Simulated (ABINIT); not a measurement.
A run of ABINIT 10.8.3 (patched build):

run.abi

```
# Pseudopotentials
pp_dirpath "./"
pseudos "Zn.LDA_PW-JTH.xml, S.LDA_PW-JTH.xml"

# Structure
acell 3*1.0 Angstrom
rprim
     0.0000000000     2.7020000000     2.7020000000
     2.7020000000     0.0000000000     2.7020000000
     2.7020000000     2.7020000000     0.0000000000
ntypat 2
znucl 30 16
natom 2
typat 1 2
xcart
     7.6590599831     7.6590599831     7.6590599831
     0.0000000000     0.0000000000     0.0000000000

# Plane-wave basis
ecut 15.0
pawecutdg 30.0

# k points
kptopt 1
ngkpt 7 7 7
nshiftk 1
shiftk 0.0 0.0 0.0

# Exchange and correlation
ixc 7

# Bands and occupations
nband 13
occopt 3
tsmear 0.05 eV

# SCF cycle
nstep 100
tolvrs 1.0e-9

# Output
iomode 3
prtwf 0
prteig 0
prtebands 0
prtden 1
prtvha 1
prtvclmb 1
prtpot 1
```

Potentials or basis: JTH PAW LDA v2.0.

Run with:

```sh
$ abinit run.abi > log 2>&1
```

Hardware: 1 thread of Arm Neoverse V1, with other jobs on the host.

How long does it take, and how much memory?

It took 14 s on 1 thread of Arm Neoverse V1 (shared host), peak memory 0.07 GiB. Counts: scf iterations 26, mpi ranks 1, k points 20, bands 13, plane waves 757.
